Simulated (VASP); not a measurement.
# GaN (P6_3mc) in VASP: a series of runs

The runs below take GaN through relaxation of cell and atoms, with PBE.

All numbers are computed with VASP 6.6.1; they aren't measurements. Logs are shortened: lines on timing, memory, paths and dates and some standing lists are left out, and cuts for length are marked.

## (1) The crystal as given

Symmetry: P6_3mc, No. 186, hexagonal system. Conventional cell: a = 3.180 Å, b = 3.180 Å, c = 5.166 Å, α = 90.00°, β = 90.00°, γ = 120.00°. Ga (site symmetry 3m) has 4 N at 1.94 to 1.95 Å as nearest neighbours. Around N (site symmetry 3m) lie 4 Ga at 1.94 to 1.95 Å.

## (2) Relaxation of cell and atoms, PBE

INCAR

```
  PREC = Accurate
  ENCUT = 600
  EDIFF = 1E-6
  ISMEAR = 0
  SIGMA = 0.03
  LREAL = F
  LASPH = T
  NELM = 80
  ALGO = Normal
  ISIF = 3
  LWAVE = F
  LCHARG = F
  GGA = PE
  IBRION = 2
  NSW = 90
  EDIFFG = -0.01
```

KPOINTS

```
regular mesh
0
Gamma
  12 12 5
```

POSCAR

```
GaN
1.0
    3.1800000000      0.0000000000      0.0000000000
   -1.5900000000      2.7539607800      0.0000000000
    0.0000000000      0.0000000000      5.1660000000
Ga N
2 2
Direct
    0.3333333300      0.6666666700      0.0000000000
    0.6666666700      0.3333333300      0.5000000000
    0.3333333300      0.6666666700      0.3750000000
    0.6666666700      0.3333333300      0.8750000000
```

Potentials or basis: VASP PAW PBE potentials, release 64 (Ga_d, N).

Started as:

```sh
cat potpaw_PBE.64/Ga_d/POTCAR potpaw_PBE.64/N/POTCAR > POTCAR
mpirun -np 1 vasp_std > vasp.out
```

OUTCAR:

```text
PREC = Accurate
   ENCUT = 600
   EDIFF = 1E-6
   ISMEAR = 0
   LREAL = F
   LASPH = T
   NELM = 80
   ISIF = 3
   GGA = PE
   IBRION = 2
   NSW = 90
   EDIFFG = -0.01

 ion  position               nearest neighbor table
   1  0.333  0.667  0.000-   3 1.94   4 1.95   4 1.95   4 1.95
   2  0.667  0.333  0.500-   4 1.94   3 1.95   3 1.95   3 1.95
   3  0.333  0.667  0.375-   1 1.94   2 1.95   2 1.95   2 1.95
   4  0.667  0.333  0.875-   2 1.94   1 1.95   1 1.95   1 1.95

  LATTYP: Found a hexagonal cell.
 ALAT       =     3.1800000000
 C/A-ratio  =     1.6245283019

  Lattice vectors:

 A1 = (   3.1800000000,   0.0000000000,   0.0000000000)
 A2 = (  -1.5900000000,   2.7539607800,   0.0000000000)
 A3 = (   0.0000000000,   0.0000000000,   5.1660000000)

Analysis of symmetry for initial positions (statically):
=====================================================================
 Subroutine PRICEL returns:
 Original cell was already a primitive cell.

 Routine SETGRP: Setting up the symmetry group for a
 hexagonal supercell.

 Subroutine GETGRP returns: Found 12 space group operations
 (whereof  6 operations were pure point group operations)
 out of a pool of 24 trial point group operations.

The static configuration has the point symmetry C_3v.
 The point group associated with its full space group is C_6v.

Analysis of symmetry for dynamics (positions and initial velocities):
=====================================================================
 Subroutine PRICEL returns:
 Original cell was already a primitive cell.

 Routine SETGRP: Setting up the symmetry group for a
 hexagonal supercell.

 Subroutine GETGRP returns: Found 12 space group operations
 (whereof  6 operations were pure point group operations)
 out of a pool of 24 trial point group operations.

The dynamic configuration has the point symmetry C_3v.
 The point group associated with its full space group is C_6v.

 Subroutine INISYM returns: Found 12 space group operations
 (whereof  6 operations are pure point group operations),
 and found     1 'primitive' translations

----------------------------------------------------------------------------------------

                                     Primitive cell

  volume of cell :      45.2417

  direct lattice vectors                    reciprocal lattice vectors
     3.180000000  0.000000000  0.000000000     0.314465409  0.181556689  0.000000000
    -1.590000000  2.753960780  0.000000000     0.000000000  0.363113377  0.000000000
     0.000000000  0.000000000  5.166000000     0.000000000  0.000000000  0.193573364

  length of vectors
     3.180000000  3.179999997  5.166000000     0.363113377  0.363113377  0.193573364

  position of ions in fractional coordinates (direct lattice)
     0.333333330  0.666666670  0.000000000
     0.666666670  0.333333330  0.500000000
     0.333333330  0.666666670  0.375000000
     0.666666670  0.333333330  0.875000000

  ion indices of the primitive-cell ions
   primitive index   ion index
                 1           1
                 2           2
                 3           3
                 4           4

----------------------------------------------------------------------------------------

 KPOINTS: regular mesh

Automatic generation of k-mesh.
 Grid dimensions read from file:
 generate k-points for:   12   12    5

 Generating k-lattice:

  Cartesian coordinates                     Fractional coordinates (reciprocal lattice)
     0.026205451  0.015129724  0.000000000     0.083333333  0.000000000  0.000000000
     0.000000000  0.030259448  0.000000000     0.000000000  0.083333333  0.000000000
     0.000000000  0.000000000  0.038714673     0.000000000  0.000000000  0.200000000

  Length of vectors
     0.030259448  0.030259448  0.038714673

  Shift w.r.t. Gamma in fractional coordinates (k-lattice)
     0.000000000  0.000000000  0.000000000

 Subroutine IBZKPT returns following result:
 ===========================================

 Found     57 irreducible k-points:

 Following reciprocal coordinates:
            Coordinates               Weight
  0.000000  0.000000  0.000000      1.000000
  0.083333  0.000000  0.000000      6.000000
  0.166667 -0.000000  0.000000      6.000000
  0.250000  0.000000  0.000000      6.000000
  0.333333  0.000000  0.000000      6.000000
  0.416667 -0.000000  0.000000      6.000000
[... 16 lines left out ...]
  0.250000  0.000000  0.200000     12.000000
  0.333333  0.000000  0.200000     12.000000
 [... further k-points ...]
   k-points           NKPTS =     57   k-points in BZ     NKDIM =     57   number of bands    NBANDS=     22
   number of dos      NEDOS =    301   number of ions     NIONS =      4
   total plane-waves  NPLWV =  32928
   dimension x,y,z NGX =    28 NGY =   28 NGZ =   42
   dimension x,y,z NGXF=    56 NGYF=   56 NGZF=   84
   ions per type =               2   2
   NGX,Y,Z   is equivalent  to a cutoff of  14.64, 14.64, 13.52 a.u.
   NGXF,Y,Z  is equivalent  to a cutoff of  29.28, 29.28, 27.03 a.u.
 SYSTEM =  unknown system
   PREC   = accura    normal or accurate (medium, high low for compatibility)
   ISTART =      0    job   : 0-new  1-cont  2-samecut
   ICHARG =      2    charge: 1-file 2-atom 10-const
   ISPIN  =      1    spin polarized calculation?
   LNONCOLLINEAR =      F non collinear calculations
   LSORBIT =      F    spin-orbit coupling
   LASPH  =      T    aspherical Exc in radial PAW
   ENCUT  =  600.0 eV  44.10 Ry    6.64 a.u.   6.35  6.35 10.32*2*pi/ulx,y,z
   NELM   =     80;   NELMIN=  2; NELMDL= -5     # of ELM steps
   EDIFF  = 0.1E-05   stopping-criterion for ELM
   LREAL  =      F    real-space projection
   EDIFFG = -.1E-01   stopping-criterion for IOM
   NSW    =     90    number of steps for IOM
   IBRION =      2    ionic relax: 0-MD 1-quasi-New 2-CG
   NFREE  =      1    steps in history (QN), initial steepest desc. (CG)
   ISIF   =      3    stress and relaxation
   ISYM   =      2    0-nonsym 1-usesym 2-fastsym
   POTIM  = 0.5000    time-step for ionic-motion
   TEBEG  =    0.0;   TEEND  =   0.0 temperature during run
   PSTRESS=    0.0 pullay stress
   NELECT =      36.0000    total number of electrons
   NUPDOWN=      -1.0000    fix difference up-down
   EMIN   =  10.00;   EMAX   =-10.00  energy-range for DOS
   EFERMI =   0.00;   METHOD = LEGACY
   ISMEAR =     0;   SIGMA  =   0.03  broadening in eV -4-tet -1-fermi 0-gaus
   EFERMI_NEDOS =   21; number of points for ismear=-14 and -15
   IALGO  =     38    algorithm
   IMIX   =      4    mixing-type and parameters
     AMIX     =   0.40;   BMIX     =  1.00
     AMIX_MAG =   1.60;   BMIX_MAG =  1.00
  volume/ion in A,a.u.               =      11.31        76.33
  Fermi-wavevector in a.u.,A,eV,Ry     =   1.517036  2.866782 31.312427  2.301398
  Thomas-Fermi vector in A             =   2.626345
   LORBIT       =      0    0 simple, 1 ext, 2 COOP (PROOUT), +10 PAW based schemes
   GGA     = PE    functional components
   LHFCALC =     F    Hartree Fock is set to
   AEXX    =    0.0000 exact exchange contribution
   IVDW    =     0    specifies the selected vdW correction
   LEPSILON=     F    determine dielectric tensor
   LRPA    =     F    only Hartree local field effects (RPA)
 conjugate gradient relaxation of ions
 non-spin polarized calculation
 Gauss-broadening in eV      SIGMA  =   0.03
  energy-cutoff  :      600.00
  volume of cell :       45.24
 maximum number of plane-waves:      1529
 NGX is ok and might be reduce to    28
   NGX = 13   NGY = 13   NGZ = 21

--------------------------------------- Ionic step        1  -------------------------------------------

 number of electron      35.9999995 magnetization

 Free energy of the ion-electron system (eV)
  ---------------------------------------------------
  ext. energy  EPLUGINS =         0.00000000
  ---------------------------------------------------
  free energy    TOTEN  =       -24.28804522 eV

  energy without entropy =      -24.28804522  energy(sigma->0) =      -24.28804522

------------------------ aborting loop because EDIFF is reached ----------------------------------------

  FORCE on cell =-STRESS in cart. coord.  units (eV):
  Direction    XX          YY          ZZ          XY          YZ          ZX
  --------------------------------------------------------------------------------------
  -------------------------------------------------------------------------------------
  Total        1.8205707      1.8205707      2.4334247      0.0000000      0.0000000     -0.0000000
  in kB       64.4731458     64.4731456     86.1765717      0.0000000      0.0000000     -0.0000000
  external PRESSURE =      71.7076211 kB  Pullay stress =       0.0000000 kB

 VOLUME and BASIS-vectors are now :
 -----------------------------------------------------------------------------
  energy-cutoff  :      600.00
  volume of cell :       45.24
      direct lattice vectors                 reciprocal lattice vectors
     3.180000000  0.000000000  0.000000000     0.314465409  0.181556689  0.000000000
    -1.590000000  2.753960780  0.000000000     0.000000000  0.363113377  0.000000000
     0.000000000  0.000000000  5.166000000     0.000000000  0.000000000  0.193573364
[... 115 lines left out ...]
 POSITION                                       TOTAL-FORCE (eV/Angst)
 -----------------------------------------------------------------------------------
     -0.00000      1.85706      5.24178        -0.000000     -0.000000     -0.012713
      1.60826      0.92853      2.61912        -0.000000      0.000000     -0.012713
     -0.00000      1.85706      1.97053         0.000000     -0.000000      0.012713
      1.60826      0.92853      4.59319         0.000000      0.000000      0.012713
 -----------------------------------------------------------------------------------
    total drift:                               -0.000010      0.000007     -0.000610

  FREE ENERGIE OF THE ION-ELECTRON SYSTEM (eV)
  ---------------------------------------------------
  free  energy   TOTEN  =       -24.3282686280 eV

  energy  without entropy=      -24.3282686280  energy(sigma->0) =      -24.32826863

--------------------------------------- Ionic step        5  -------------------------------------------

 number of electron      36.0000002 magnetization

 Free energy of the ion-electron system (eV)
  ---------------------------------------------------
  ext. energy  EPLUGINS =         0.00000000
  ---------------------------------------------------
  free energy    TOTEN  =       -24.32829580 eV

  energy without entropy =      -24.32829580  energy(sigma->0) =      -24.32829580

 E-fermi :   5.1958     XC(G=0): -11.5190

 val. band max:        5.0178106559   @ k =   0.0000   0.0000   0.0000
 cond. band min:       6.7357143203   @ k =   0.0000   0.0000   0.0000
 fundamental gap:      1.7179036643
 Fermi energy:         5.1957532015

 k-point     1 :       0.0000    0.0000    0.0000
  band No.  band energies     occupation
      1     -10.7255      2.00000
      2      -9.8997      2.00000
      3      -8.4056      2.00000
      4      -8.3906      2.00000
      5      -8.3906      2.00000
      6      -8.3347      2.00000
[... 14 lines left out ...]
     21      14.0395      0.00000
     22      14.7528      0.00000
[... 552 lines left out ...]
  band No.  band energies     occupation
      1     -10.0128      2.00000
      2      -9.7791      2.00000
      3      -8.3466      2.00000
      4      -8.3121      2.00000
      5      -8.2684      2.00000
      6      -8.2068      2.00000
[... 14 lines left out ...]
     21      11.9650      0.00000
     22      13.0427      0.00000

 [... further k-points ...]

------------------------ aborting loop because EDIFF is reached ----------------------------------------

  FORCE on cell =-STRESS in cart. coord.  units (eV):
  Direction    XX          YY          ZZ          XY          YZ          ZX
  --------------------------------------------------------------------------------------
  -------------------------------------------------------------------------------------
  Total        0.0276253      0.0276253      0.0264716      0.0000000      0.0000000      0.0000000
  in kB        0.9417264      0.9417264      0.9023994      0.0000000      0.0000000      0.0000000
  external PRESSURE =       0.9286174 kB  Pullay stress =       0.0000000 kB

 VOLUME and BASIS-vectors are now :
 -----------------------------------------------------------------------------
  energy-cutoff  :      600.00
  volume of cell :       47.00
      direct lattice vectors                 reciprocal lattice vectors
     3.217148581  0.000000000  0.000000000     0.310834260  0.179460244  0.000000000
    -1.608574291  2.786132395  0.000000000    -0.000000000  0.358920488  0.000000000
     0.000000000 -0.000000000  5.243474683    -0.000000000 -0.000000000  0.190713231

 POSITION                                       TOTAL-FORCE (eV/Angst)
 -----------------------------------------------------------------------------------
     -0.00000      1.85742      5.23949         0.000000      0.000000     -0.007304
      1.60857      0.92871      2.61775        -0.000000      0.000000     -0.007304
     -0.00000      1.85742      1.97029        -0.000000     -0.000000      0.007304
      1.60857      0.92871      4.59202         0.000000     -0.000000      0.007304
 -----------------------------------------------------------------------------------
    total drift:                               -0.000010      0.000007      0.001015

  FREE ENERGIE OF THE ION-ELECTRON SYSTEM (eV)
  ---------------------------------------------------
  free  energy   TOTEN  =       -24.3282957977 eV

  energy  without entropy=      -24.3282957977  energy(sigma->0) =      -24.32829580

 reached required accuracy - stopping structural energy minimisation
```

It took 98 s on 1 thread of Intel Xeon 6975P-C (Granite Rapids), shared host; peak memory 0.22 GiB.

What came out:

```
Free energy                            : -24.3283 eV
Relaxed volume                         : 11.75 Å³/atom
Relaxed cell                           : a = 3.217 Å, b = 3.217 Å, c = 5.243 Å, α = 90.00°, β = 90.00°, γ = 120.00°
Space group after relaxing (to 0.05 Å) : P6_3mc (No. 186)
Energy gained by relaxing              : 10.1 meV/atom
Ionic steps                            : 5
Pressure after relaxing                : 0.1 GPa
Largest force after relaxing           : 0.007 eV/Å
Band gap on the k mesh                 : 1.72 eV, direct
```

Forces in eV/Å, atoms in the order of the input:
```
Ga   0.000  0.000 -0.007
Ga   0.000  0.000 -0.007
N    0.000  0.000  0.007
N    0.000  0.000  0.007
```

The path:
```
step  energy change (eV)  largest force (eV/Å)  pressure (GPa)  volume (Å³)
   1              0.0000                0.1346            7.17        45.24
   2             -0.0118                0.0620           -5.27        48.64
   3             -0.0402                0.0105           -0.03        47.03
   4             -0.0402                0.0127            0.13        47.00
   5             -0.0403                0.0073            0.09        47.00
```

Final structure:
```yaml
crystal:
  lattice:
    - [3.21715, 0.00000, 0.00000]
    - [-1.60857, 2.78613, 0.00000]
    - [0.00000, 0.00000, 5.24347]
  atoms:
    - { symbol: Ga, position: [0.33333, 0.66667, 0.99924] }
    - { symbol: Ga, position: [0.66667, 0.33333, 0.49924] }
    - { symbol: N, position: [0.33333, 0.66667, 0.37576] }
    - { symbol: N, position: [0.66667, 0.33333, 0.87576] }
```

## (3) Relaxation of cell and atoms, PBE

This run uses another cell than the first one, of 11.75 Å³/atom, 1.039 times its volume.

Changes to INCAR since step 2:

```diff
@@ -2,3 +2,3 @@
   ENCUT = 600
-  EDIFF = 1E-6
+  EDIFF = 1E-7
   ISMEAR = 0
@@ -15,2 +15,2 @@
   NSW = 90
-  EDIFFG = -0.01
+  EDIFFG = -0.005
```

KPOINTS is that of step 2.

POSCAR

```
GaN                                     
1.0
    3.2171485812      0.0000000000      0.0000000000
   -1.6085742906      2.7861323949      0.0000000000
    0.0000000000     -0.0000000000      5.2434746834
  Ga              N             
     2     2
Direct
     0.3333333300000021    0.6666666699999979    0.9992400822255266
     0.6666666699999979    0.3333333300000021    0.4992400822255266
     0.3333333300000021    0.6666666699999979    0.3757599177744734
     0.6666666699999979    0.3333333300000021    0.8757599177744734
```

Potentials or basis: VASP PAW PBE potentials, release 64 (Ga_d, N).

Started as:

```sh
cat potpaw_PBE.64/Ga_d/POTCAR potpaw_PBE.64/N/POTCAR > POTCAR
mpirun -np 1 vasp_std > vasp.out
```

Wall time 64 s (1 thread of Intel Xeon 6975P-C (Granite Rapids), shared host); peak memory 0.21 GiB.

It converged, with:

- Free energy: -24.3308 eV
- Relaxed volume: 11.76 Å³/atom
- Relaxed cell: a = 3.218 Å, b = 3.218 Å, c = 5.244 Å, α = 90.00°, β = 90.00°, γ = 120.00°
- Space group after relaxing (to 0.05 Å): P6_3mc (No. 186)
- Energy gained by relaxing: 0.0 meV/atom
- Ionic steps: 3
- Pressure after relaxing: 0.0 GPa
- Band gap on the k mesh: 1.72 eV, direct

Forces in eV/Å, atoms in the order of the input:
```
Ga   0.000  0.000 -0.002
Ga   0.000  0.000 -0.002
N    0.000  0.000  0.002
N    0.000  0.000  0.002
```

Final structure:
```yaml
crystal:
  lattice:
    - [3.21773, 0.00000, 0.00000]
    - [-1.60886, 2.78663, 0.00000]
    - [0.00000, 0.00000, 5.24405]
  atoms:
    - { symbol: Ga, position: [0.33333, 0.66667, 0.99919] }
    - { symbol: Ga, position: [0.66667, 0.33333, 0.49919] }
    - { symbol: N, position: [0.33333, 0.66667, 0.37581] }
    - { symbol: N, position: [0.66667, 0.33333, 0.87581] }
```

Levels at points of the mesh, in eV from the valence-band top:
```
           k point  band 15  band 16  band 17  band 18  band 19  band 20  band 21  band 22
(0.00, 0.00, 0.00)    -1.00    -0.04     0.00     0.00     1.72     4.07     9.02     9.73
(0.50, 0.00, 0.00)    -4.07    -2.64    -2.12    -0.96     4.98     5.37     5.98     8.35
```
